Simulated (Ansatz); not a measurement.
# Ca: what symmetry allows forces and stress to be

```
Ca
1.0
     4.15064    0.00000    0.00000
    -2.07532    3.59456    0.00000
     0.00000    0.00000   13.11124
Ca
4
Direct
  0.00000 0.00000 0.01648
  0.33333 0.66667 0.25000
  0.00000 0.00000 0.48352
  0.66667 0.33333 0.75000
```

Computed with Ansatz, DFT PBE, scalar-relativistic, plane waves, PAW.

Plane waves to 420 eV, a k mesh through Γ of 12×12×4 on the computed 4-atom cell and Gaussian smearing (0.10 eV); no spin polarisation.

This distorted cell has space group P-6m2, with 12 operations.

Q: Without a calculation: in which directions can each atom feel a force?

A: A force must be left unchanged by every operation that keeps its atom in place, so it lies in the space that those operations leave fixed. Atoms that the group maps onto each other feel forces of one size.
```tsv
atom	site symmetry	operations at the site	equivalent to atom	allowed force (Cartesian)
Ca1	3m.	6	1	along (0.00, 0.00, 1.00)
Ca2	-6m2	12	2	none
Ca3	3m.	6	1	along (0.00, 0.00, 1.00)
Ca4	-6m2	12	4	none
```

That leaves 1 independent force component of 12. A relaxation in this cell that keeps the symmetry moves the atoms in these directions alone.

Q: And the stress tensor?

A: It must be invariant under the point group, which leaves 2 independent components: yz, xz, xy vanish; xx = yy.

Q: Do the computed values obey this?

A: Yes. Forces (eV/Å):
```
Ca1  0.000  0.000 -0.300
Ca2  0.000  0.000  0.000
Ca3  0.000  0.000  0.300
Ca4  0.000  0.000  0.000
```

Stress (GPa, compression positive, xx yy zz yz xz xy): -2.11 -2.11 -1.15 0.00 0.00 0.00. The program imposes the same operations on density, forces and stress, so this confirms the analysis and is no independent test of the calculation.

This form isn't the element's structure at ambient conditions.